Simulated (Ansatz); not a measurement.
# Os (P6_3/mmc): relaxation of cell and ions from a Python script

Aim: a relaxation of cell and ions, for Os (P6_3/mmc), run from a script.

Program: Ansatz 0.2.0 through its Python package. Level of theory: DFT PBEsol, plane waves, PAW. These are calculated values, not measurements.

### 1 The system

It takes space group P6_3/mmc (No. 194, hexagonal). The conventional cell has a = 2.734 Å, b = 2.734 Å, c = 4.320 Å, α = 90.00°, β = 90.00°, γ = 120.00°. Os (site symmetry -6m2) is surrounded by 12 Os at 2.68 to 2.73 Å.

The script reads os.xyz:

```xyz
2
Lattice="2.7341 0.0 0.0 -1.36705 2.36780006 0.0 0.0 0.0 4.3197" Properties=species:S:1:pos:R:3 pbc="T T T"
Os   -0.00000000    1.57853337    1.07992500
Os    1.36705000    0.78926669    3.23977500
```

### 2 Script

vcrelax_os.py reads:

```python
"""Variable-cell relaxation of Os."""

import warnings

import ansatz as az
from ase import Atoms
from ase.neighborlist import neighbor_list
import matplotlib.pyplot as plt
import numpy as np

def edges_and_angles(cell):
    cell = np.asarray(cell)
    a, b, c = np.linalg.norm(cell, axis=1)
    cosines = cell[1] @ cell[2] / (b * c), cell[0] @ cell[2] / (a * c), cell[0] @ cell[1] / (a * b)
    return (a, b, c, *np.degrees(np.arccos(cosines)))

warnings.simplefilter("ignore", az.DeckWarning)

crystal = az.Crystal.from_extxyz("os.xyz")

# a pressure is positive in compression
job = (
    crystal.calculation()
    .functional("pbesol")
    .pseudopotentials("paw")
    .kpoints(density=3.7)  # sampling of the Brillouin zone
    .occupations("cold", width=0.05)
    .relax(force_tolerance=0.01, pressure=1)  # relax until the tolerances are met
)
steps = []


def collect(event):
    if event["event"] == "relax_step":
        steps.append(event["data"])


outcome = job.session().plan().execute(on_event=collect)
summary = outcome.report
for s in steps:
    flag = "" if s["accepted"] else "  (rejected)"
    print("step %2d  E = %.5f eV  largest force component = %.4f eV/A%s" % (s["step"], s["lagrangian_ev"], s["allowed_force_max_ev_ang"], flag))

first, last = steps[0], steps[-1]
symbols = [site.symbol for site in outcome.lattice.sites]
print(f"energy gained {first['lagrangian_ev'] - last['lagrangian_ev']:.4f} eV in {len(steps) - 1} steps")
for label, vectors in (("before", first["cell_ang"]), ("after", outcome.lattice.cell_ang)):
    print(label, "a b c (A) {:.4f} {:.4f} {:.4f}  angles {:.2f} {:.2f} {:.2f}".format(*edges_and_angles(vectors)), f" V = {abs(np.linalg.det(vectors)):.3f} A^3")
print("final stress xx yy zz (GPa, compression positive):", np.round(np.diag(summary["stress_gpa"]), 3) + 0.0)

final = Atoms(symbols, positions=last["positions_ang"], cell=outcome.lattice.cell_ang, pbc=True)
i, j, d = neighbor_list("ijd", final, 4.5)
print("neighbours within 1.2 times the shortest distance of each atom (A)")
for atom in range(len(final)):
    near = [m for m in np.argsort(d) if i[m] == atom]
    shell = [m for m in near if d[m] < 1.2 * d[near[0]]]
    print(f"{symbols[atom]}{atom} ({len(shell)}):", ", ".join(f"{symbols[j[m]]} {d[m]:.3f}" for m in shell))

print("relaxed fractional positions")
for site in outcome.lattice.sites:
    print(f"  {site.symbol:2s}", " ".join(f"{v % 1:8.5f}" for v in np.round(site.position_frac, 5)))

fig, (top, bottom) = plt.subplots(2, 1, sharex=True, figsize=(4.5, 4))
top.plot([s["lagrangian_ev"] - last["lagrangian_ev"] for s in steps], "o-")
top.set_ylabel("E - E(final) (eV)")
bottom.semilogy([max(s["allowed_force_max_ev_ang"], 1e-6) for s in steps], "s-")
bottom.set(xlabel="step", ylabel="largest force (eV/A)")
fig.tight_layout()
fig.savefig("relax.png", dpi=100)

energy = summary["free_energy_ev"]
print("Os: {:.6f} eV = {:.6f} Ry = {:.6f} Ha".format(energy, energy / 13.605693, energy / 27.211386))
print("Fermi level {:.4f} eV, {} k-points, {} symmetry operations".format(summary["fermi_energy_ev"], summary["n_kpoints"], summary["n_symmetry_ops"]))
```

### 3 Running it

The run is started by

```bash
> python vcrelax_os.py
```

What it wrote:

```text
step  1  E = -22502.09751 eV  largest force component = 0.0000 eV/A
step  2  E = -22502.08351 eV  largest force component = 0.0000 eV/A  (rejected)
step  3  E = -22502.09974 eV  largest force component = 0.0000 eV/A
step  4  E = -22502.09969 eV  largest force component = 0.0000 eV/A
step  5  E = -22502.09956 eV  largest force component = 0.0000 eV/A
energy gained 0.0021 eV in 4 steps
before a b c (A) 2.7341 2.7341 4.3197  angles 90.00 90.00 120.00  V = 27.965 A^3
after a b c (A) 2.7306 2.7306 4.2946  angles 90.00 90.00 120.00  V = 27.730 A^3
final stress xx yy zz (GPa, compression positive): [1.015 1.015 1.013]
neighbours within 1.2 times the shortest distance of each atom (A)
Os0 (12): Os 2.664, Os 2.664, Os 2.664, Os 2.664, Os 2.664, Os 2.664, Os 2.731, Os 2.731, Os 2.731, Os 2.731, Os 2.731, Os 2.731
Os1 (12): Os 2.664, Os 2.664, Os 2.664, Os 2.664, Os 2.664, Os 2.664, Os 2.731, Os 2.731, Os 2.731, Os 2.731, Os 2.731, Os 2.731
relaxed fractional positions
  Os  0.33333  0.66667  0.25000
  Os  0.66667  0.33333  0.75000
Os: -22502.099562 eV = -1653.873828 Ry = -826.936914 Ha
Fermi level 26.2358 eV, 56 k-points, 24 symmetry operations
```

It took 7.3 s on 1 thread of Arm Neoverse V1, shared host; peak memory 0.45 GiB.

Lines on the test bed's own set-up are left out of the output.

A comment line of the script is reworded here; the code is as run.

### 4 What the engine kept of the run

The report of the run holds:

| item | value |
| --- | --- |
| SCF cycles in all | 22 |
| k-points solved | 56 |
| plane waves | 537 |
| bands | 20 |
| valence electrons | 32 |
| free energy (eV) | -22502.09956 |
| Fermi level (eV) | 26.236 |
| lowest empty less highest filled level on the mesh, by band count (eV) | -3.963 |
| pressure (GPa; positive when compressed) | 1.01 |

### 5 The relaxation, step by step

Relaxation path:

```
step  E - E(step 1) (eV/cell)  largest force component (eV/Å)  pressure (GPa)  volume (Å³)
   1                   0.0000                          0.0000           -2.69        27.96
   2                   0.0140                          0.0000            9.11        27.25
   3                  -0.0022                          0.0000            0.87        27.74
   4                  -0.0022                          0.0000            1.01        27.73
   5                  -0.0021                          0.0000            1.01        27.73
```

Step 1 is the start. Step 5 repeats the geometry before it on a plane-wave basis chosen anew for that cell, so its energy need not be comparable with the rows above. Step 2 was tried and not accepted.

«Before» is this run's own start.

|  | before | after | change |
| --- | --- | --- | --- |
| a (Å) | 2.734 | 2.731 | -0.1 % |
| b (Å) | 2.734 | 2.731 | -0.1 % |
| c (Å) | 4.320 | 4.295 | -0.6 % |
| volume (Å³/atom) | 13.98 | 13.87 | -0.8 % |
| shortest distance (Å) | 2.675 | 2.664 | -0.4 % |
| space group (0.01 Å) | P6_3/mmc | P6_3/mmc | same |

The run keeps the 24 symmetry operations of the start, so it could not have lowered the symmetry.

Under a set pressure the enthalpy E + pV is minimised, so E itself may rise.

### 6 What came out

| quantity | value |
| --- | --- |
| free energy | -22502.0996 eV (-11251.0498 eV/atom) |
| moves of the relaxation | 2 |
| last largest force component | 0.0000 eV/Å |
| relaxed conventional cell | a = 2.731 Å, b = 2.731 Å, c = 4.295 Å, α = 90.00°, β = 90.00°, γ = 120.00° |
| space group at the end | P6_3/mmc |

**Reading.** The volume shrank by 0.8 % over 2 moves under the 1 GPa asked, and the space group stayed P6_3/mmc. Reading the output:
- Forces vanish by symmetry, so the ions can't move, and the end may be a saddle.
- Part of the cell is held or a pressure is applied, so the end point needn't be the zero-pressure lattice.
- At a fixed pressure a relaxation lowers the enthalpy F + PV, while F alone can rise.
- The mesh is modest for a metal, so energies can be off by several to tens of meV an atom and pressures by half a GPa or more; differences at equal mesh fare better.
- An absolute Fermi energy rests on an arbitrary zero of the periodic potential and has no direct meaning.
- Energies along a relaxation are free energies. Rows at an unchanged volume are solved on a plane-wave basis chosen afresh for that cell, so the energy jumps there and such rows are no steps of the walk.
- Symmetry holds the cell in this phase, whether or not it is the stable one at this pressure.
- Spin-orbit coupling, which matters for elements this heavy, is left out.
